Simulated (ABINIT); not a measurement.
The system is Ge.

```
Ge
1.0
     3.99759    0.00000    0.00000
    -1.99879    3.46201    0.00000
     0.00000    0.00000    6.59938
Ge
4
Cartesian
  0.0000 2.3080 6.1843
  1.9988 1.1540 2.8846
  0.0000 2.3080 3.7148
  1.9988 1.1540 0.4151
```

This isn't the form of Ge at room conditions, which is diamond.

Base run:

* Program: ABINIT 10.8.3 (patched build)
* Functional: PBEsol
* Potentials or basis: PseudoDojo NC SR PBEsol v0.4.1 standard
* Cutoff: 952 eV
* k mesh: 6 × 6 × 3
* Occupations: fermi-dirac, width 0.05 eV
* Spin: no spin polarisation

Its results: band gap on the k mesh 0.17 eV, direct; largest force 0.021 eV/Å.

**Question.** The run is repeated on the same cell with these changes: functional from PBEsol to LDA; potentials or basis from PseudoDojo NC SR PBEsol v0.4.1 standard to PseudoDojo NC SR LDA v0.4.1 standard. What comes out?

**Answer.** Band gap on the k mesh 0.27 eV, direct; largest force 0.012 eV/Å.

Caveats: an odd mesh through Γ misses points on the zone boundary, where band edges often lie.
